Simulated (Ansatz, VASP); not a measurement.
# Ga in VASP and in Ansatz

The input INCAR:

```
  PREC = Accurate
  ENCUT = 520
  EDIFF = 1E-6
  ISMEAR = 0
  SIGMA = 0.15
  LREAL = F
  LASPH = T
  NELM = 150
  ALGO = Fast
  ISIF = 2
  LWAVE = F
  LCHARG = F
  MAGMOM = 0 0 0
  LORBIT = 11
  LSORBIT = T
  GGA_COMPAT = F
  LORBMOM = T
  GGA = CA
  NBANDS = 24
```

File KPOINTS:

```
regular mesh
0
Gamma
  10 10 10
```

File POSCAR:

```
Ga
1.0
   -1.3843987196      1.3843987196      2.3112238365
    1.3843987196     -1.3843987196      2.3112238365
    1.3843987196      1.3843987196     -2.3112238365
Ga
1
Direct
    0.0000000000      0.0000000000      0.0000000000
```

File input.yaml:

```yaml
crystal:
  lattice:
    - [-1.3843987196, 1.3843987196, 2.3112238365]
    - [1.3843987196, -1.3843987196, 2.3112238365]
    - [1.3843987196, 1.3843987196, -2.3112238365]
  atoms:
    - { symbol: Ga, position: [0.0, 0.0, 0.0] }
kpoints:
  mp_grid: { grid: [10, 10, 10] }
scf:
  occupations: { method: gaussian, width: 0.15 }
hamiltonian:
  xc: lda
  pseudopotentials: { kind: all_electron, lapw: { basis_error: 0.001 } }
magnetization:
  noncollinear: true
  spin_orbit: true
output:
  forces: true
  stress: true
  eigenvalues: true
```

Alike in both runs: task single point; functional LDA; k mesh 10 × 10 × 10; occupations gaussian, width 0.15 eV; non-collinear spin, spin-orbit coupling.

|  | VASP | Ansatz |
| --- | --- | --- |
| version | VASP 6.6.1 | Ansatz 0.2.0 |
| potentials or method | VASP PAW LDA potentials, release 64 (Ga_d) | all-electron LAPW, relativistic spinors |
| plane-wave cutoff (eV) | 520 | see its input |

```tsv
	VASP	Ansatz	Ansatz less VASP
gap on the k mesh at the Fermi level (eV)	none	none	-
pressure (GPa)	-1.7	-1.9	-0.26
largest component of the traceless stress (GPa)	1.83	1.79	-0.043
net moment per atom (μB)	0.00	0.00	0.000
```

A gap of «none» marks a metal or a gap that the smearing closes. Ansatz ran all-electron here, so the differences hold the error of VASP's frozen core and of both bases.

Caveats: the k mesh is thin for a metal, which can move the energy by tens of meV per atom (Ansatz).
